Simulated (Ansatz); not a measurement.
Input and command of a calculation in Ansatz (plane waves; scalar-relativistic PAW potentials unless the input names others):

```yaml
crystal:
  lattice:
    - [2.4061805817, 0.0, 0.0]
    - [-1.2030902908, 2.0838135098, 0.0]
    - [0.0, 0.0, 7.1461945996]
  atoms:
    - { symbol: B, position: [0.3333333333, 0.6666666667, 0.25] }
    - { symbol: B, position: [0.6666666667, 0.3333333333, 0.75] }
    - { symbol: "N", position: [0.3333333333, 0.6666666667, 0.75] }
    - { symbol: "N", position: [0.6666666667, 0.3333333333, 0.25] }
basis:
  ecutwfc: 420
kpoints:
  mp_grid: { grid: [12, 12, 4] }
hamiltonian:
  xc: pbe
  dispersion: d3bj
scf:
  occupations: { method: gaussian, width: 0.05 }
  initial_density: { chi_scale: 0.0 }
output:
  forces: true
  eigenvalues: true
  stress: true
```

```bash
ansatz run input.yaml --threads 2 --pin off --max-ram 5120MiB --backend cpu --events-out ev --progress --plain --runs-dir out
```

Abridged log:
```
Basis set: ecut = 420 eV, 677 PW (Γ), exchange–correlation on 36×36×96 points (8 copies of the dense FFT grid, shifted against one another)
Bands: 12, of which v1, the nominal top of the filled ones, is band 8 counted from 1 (7 counted from 0)
Symmetry: 24 space group operations
k-points: 57 of 576
SCF iter   1: F=—  HF=-1089.369849 eV  |F-HF|=—  |Δ(HF+E_count)|=         —  Δρ=1.83e-1  dr2=1.18e1  ethr=3.10e-3  ⟨swp⟩=6.3  Hψ=4184  notcnv=0
SCF iter   2: F=—  HF=-1085.250720 eV  |F-HF|=—  |Δ(HF+E_count)|=    4.12e0  Δρ=7.58e-2  dr2=1.04e0  ethr=3.10e-3  ⟨swp⟩=3.3  Hψ=2190  notcnv=0
SCF iter   3: F=—  HF=-1084.939042 eV  |F-HF|=—  |Δ(HF+E_count)|=   3.12e-1  Δρ=2.49e-2  dr2=1.15e-1  ethr=3.10e-3  ⟨swp⟩=2.3  Hψ=1597  notcnv=0
SCF iter   4: F=—  HF=-1084.922287 eV  |F-HF|=—  |Δ(HF+E_count)|=   1.68e-2  Δρ=9.29e-3  dr2=1.61e-2  ethr=7.20e-4  ⟨swp⟩=2.4  Hψ=1142  notcnv=0
SCF iter   5: F=—  HF=-1084.920654 eV  |F-HF|=—  |Δ(HF+E_count)|=   1.63e-3  Δρ=1.51e-3  dr2=3.64e-4  ethr=1.01e-4  ⟨swp⟩=2.8  Hψ=1349  notcnv=0
SCF iter   6: F=—  HF=-1084.920703 eV  |F-HF|=—  |Δ(HF+E_count)|=   4.96e-5  Δρ=1.69e-4  dr2=6.63e-6  ethr=2.27e-6  ⟨swp⟩=2.5  Hψ=1117  notcnv=0
SCF iter   7: F=—  HF=-1084.920638 eV  |F-HF|=—  |Δ(HF+E_count)|=   6.54e-5  Δρ=8.06e-6  dr2=1.33e-8  ethr=6.25e-10  ⟨swp⟩=5.3  Hψ=4675  notcnv=0
SCF iter   8: F=-1084.920638 eV  HF=-1084.920638 eV  |F-HF|=1.39e-10  |Δ(HF+E_count)|=   2.32e-8  Δρ=5.39e-7  dr2=5.77e-11  ethr=8.34e-11  ⟨swp⟩=2.1  Hψ=2228  notcnv=0
SCF 1 converged in 8 iterations: F = -1084.920638 eV  dr2 = 5.77e-11
SCF converged after 8 iterations
Free energy (F): -1084.920638 eV
Harris-Foulkes:  -1084.920638 eV  (|F-HF|=1.39e-10)
Internal energy: -1084.920638 eV  (E = F + TS)
E sigma→0 (E₀):  -1084.920638 eV
Fermi energy:    7.002405 eV
  E_disp       = -0.556908  (pairwise vdW)
--- Forces (eV/Å), atoms counted from 1 ---
  atom   1  B      0.00000000     0.00000000     0.00000000
  atom   2  B      0.00000000     0.00000000     0.00000000
  atom   3  N      0.00000000     0.00000000     0.00000000
  atom   4  N      0.00000000     0.00000000     0.00000000
--- Stress (GPa, compression-positive) ---
       49.408923       0.000000       0.000000
        0.000000      49.408923       0.000000
        0.000000       0.000000      -1.744958
  P = ⅓ Tr σ = 32.3576 GPa (323.576 kbar)
```

Apart from outputs and empty bands, the input differs from a reference run on usual settings in scf.initial_density.chi_scale: not typed → 0.0. The reference, at the same geometry (not necessarily relaxed), gave pressure 32.36 GPa, largest force 0.000 eV/Å, gap on the mesh 4.60 eV. This run converged in 8 SCF iterations (reference: 6) with an energy at zero smearing within 0.01 meV/atom of the reference's, pressure 32.36 GPa, largest force 0.000 eV/Å, gap on the mesh 4.60 eV.

Time: 3.2 s on 2 threads of Intel(R) Xeon(R) Processor @ 2.50GHz (Skylake/Cascade Lake), on a shared host, peak memory 0.31 GiB.